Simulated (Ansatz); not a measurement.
# Which metal carries the most channels in a wire one to two nanometres wide, along [100]?

At this width the ballistic limit, the number of open channels for a given cross-section, bounds the conductance of an interconnect. How do the metals compare?

**Method.** Ansatz 0.2.0, plane waves with PAW datasets (set soft 1), PBE, Fermi-Dirac smearing of 0.05 eV, no spin-orbit coupling, spin for Fe and Ni alone, though thin wires of other open-d metals (V, Pd, Pt, Rh, Ir) may turn magnetic. The thickest wire run for each metal, cut from the fcc or bcc crystal and relaxed, which can rearrange its surface; A = n Ω / c for n atoms of bulk volume Ω in the period c as cut; G counts band crossings, half a G₀ a spin, averaged over the Fermi window at 300 K.

Results:

| wire | atoms a period | A (Å²) | G at 300 K (G₀) | count at −25 / 0 / +25 meV | G/A (10¹⁵ S/m²) |
| --- | --- | --- | --- | --- | --- |
| Au [100] | 45 | 195 | 18.5 | 21 / 19 / 19 | 0.74 |
| Ag [100] | 45 | 194 | 18.6 | 22 / 14 / 18 | 0.74 |
| Cu [100] | 45 | 148 | 16.2 | 16 / 14 / 15 | 0.85 |
| Pt [100] | 45 | 177 | 20.5 | 27 / 18 / 18 | 0.89 |
| W [100] | 45 | 226 | 27.1 | 23 / 25 / 33 | 0.93 |
| Ni [100] | 45 | 139 | 17.8 | 18 / 17.5 / 16.5 | 0.99 |
| Mo [100] | 45 | 225 | 29.1 | 29 / 29 / 27 | 1.00 |
| Al [100] | 45 | 184 | 25.6 | 26 / 28 / 27 | 1.08 |
| Ir [100] | 45 | 168 | 24.4 | 25 / 24 / 22 | 1.12 |
| Nb [100] | 45 | 247 | 38.5 | 36 / 40 / 41 | 1.21 |
| Rh [100] | 45 | 165 | 26.2 | 24 / 29 / 29 | 1.23 |
| Ta [100] | 45 | 248 | 41.5 | 42 / 45 / 40 | 1.30 |
| Fe [100] | 25 | 100 | 17.5 | 15 / 20 / 15.5 | 1.35 |
| V [100] | 25 | 112 | 23.3 | 24 / 24 / 24 | 1.61 |

What this shows: G/A runs from 0.74 (Au [100]) to 1.61 × 10¹⁵ S/m² (V [100]). One G₀ per Å² is 7.748 × 10⁻⁵ S / 10⁻²⁰ m² = 7.748 × 10¹⁵ S/m², so for V [100] 23.3 G₀ over 112 Å² gives 1.61 × 10¹⁵.

**Limits.** Wires differ in width, and the counts show how far a shift of 25 meV in the level moves G, by tens of per cent in some rows, so only large gaps in the ranking mean much. The counts are lower bounds, since opposite crossings within one step of the 90-point path cancel, most where bands are dense. Many slow d channels raise the count but scatter easily; the count says nothing of the mean free path. Runs on some systems are kept out of this data set and are not in the table, so it may lack members of the series.
